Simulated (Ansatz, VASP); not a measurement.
TiC: VASP beside Ansatz

```
CELL_PARAMETERS angstrom
0.00000 2.14824 2.14824
2.14824 0.00000 2.14824
2.14824 2.14824 0.00000
ATOMIC_POSITIONS crystal
Ti 0.00000 0.00000 0.00000
C 0.50000 0.50000 0.50000
```

Change from the starting cell: volume scaled by 0.975, PAW files.

Alike in both runs: task electric field gradients; functional PBE; k mesh 14 × 14 × 14; occupations fermi-dirac, width 0.03 eV; no spin polarisation.

|  | VASP | Ansatz |
| --- | --- | --- |
| version | VASP 6.6.1 | Ansatz 0.2.0 |
| potentials or method | VASP PAW PBE potentials, release 64 (Ti_sv, C) | PAW with Ansatz's default frozen-core files, scalar-relativistic |
| plane-wave cutoff (eV) | 520 | 420 |
| valence electrons in the cell | 16 | 16 |

```tsv
	VASP	Ansatz	Ansatz less VASP
pressure (GPa)	6.9	6.7	-0.19
Vzz of the field gradient on the site that differs most (V/Å²)	0.0	0.0	0.00
```

The functional is the same, so the differences come from potentials, cutoffs and numerics.
